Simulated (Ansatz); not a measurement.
# W12C13: the cost of one run

Method: DFT PBE, plane waves, PAW, scalar-relativistic, no spin polarisation, in Ansatz 0.2.0.

The COD cell was measured well above room temperature, so it is larger than a cold one.

## 1. The system as given

The cell holds 25 atoms (C13W12): a = 5.693 Å, b = 5.693 Å, c = 18.989 Å, α = 90.00°, β = 90.00°, γ = 120.00°.

The coordinates stand in the first input below.

## 2. Relaxing end A

input.yaml reads:

```yaml
crystal:
  lattice:
    - [5.69296, 0.0, 0.0]
    - [-2.84648, 4.930248, 0.0]
    - [0.0, 0.0, 18.98855]
  atoms:
    - { symbol: W, position: [0.0, 0.0, 0.0526633] }
    - { symbol: C, position: [0.3333333, 0.1666667, 0.1262714] }
    - { symbol: W, position: [0.0, 0.0, 0.1998794] }
    - { symbol: C, position: [0.3333333, 0.1666667, 0.2734874] }
    - { symbol: W, position: [0.0, 0.0, 0.3470955] }
    - { symbol: C, position: [0.3333333, 0.1666667, 0.4207035] }
    - { symbol: W, position: [0.0, 0.5, 0.0526633] }
    - { symbol: C, position: [0.3333333, 0.6666667, 0.1262714] }
    - { symbol: W, position: [0.0, 0.5, 0.1998794] }
    - { symbol: C, position: [0.3333333, 0.6666667, 0.2734874] }
    - { symbol: W, position: [0.0, 0.5, 0.3470955] }
    - { symbol: C, position: [0.3333333, 0.6666667, 0.4207035] }
    - { symbol: W, position: [0.5, 0.0, 0.0526633] }
    - { symbol: C, position: [0.8333333, 0.1666667, 0.1262714] }
    - { symbol: W, position: [0.5, 0.0, 0.1998794] }
    - { symbol: C, position: [0.8333333, 0.1666667, 0.2734874] }
    - { symbol: W, position: [0.5, 0.0, 0.3470955] }
    - { symbol: C, position: [0.8333333, 0.1666667, 0.4207035] }
    - { symbol: W, position: [0.5, 0.5, 0.0526633] }
    - { symbol: C, position: [0.8333333, 0.6666667, 0.1262714] }
    - { symbol: W, position: [0.5, 0.5, 0.1998794] }
    - { symbol: C, position: [0.8333333, 0.6666667, 0.2734874] }
    - { symbol: W, position: [0.5, 0.5, 0.3470955] }
    - { symbol: C, position: [0.8333333, 0.6666667, 0.4207035] }
    - { symbol: C, position: [0.6438672, 0.3123313, 0.4470352] }
basis:
  ecutwfc: 420.0
kpoints:
  mp_grid: { grid: [3, 3, 1] }
hamiltonian:
  xc: pbe
  pseudopotentials: { kind: paw, azcp: { folder: soft_1 } }
scf:
  occupations: { method: gaussian, width: 0.15 }
  lower_state_search: "off"
relax:
  f_tol: 0.03
  max_steps: 60
  adjacent_minimum: "off"
  constraints: [{ sites: [0, 1, 6, 7, 12, 13, 18, 19] }]
```

Command:

```console
> ansatz run input.yaml --threads 4 --pin off --max-ram 10240MiB --backend cpu --events-out ev --progress --plain --runs-dir out
```

What time and memory should one allow on 4 threads of Arm Neoverse V2, shared host?

About 70 s, with a peak of 1.5 GiB.
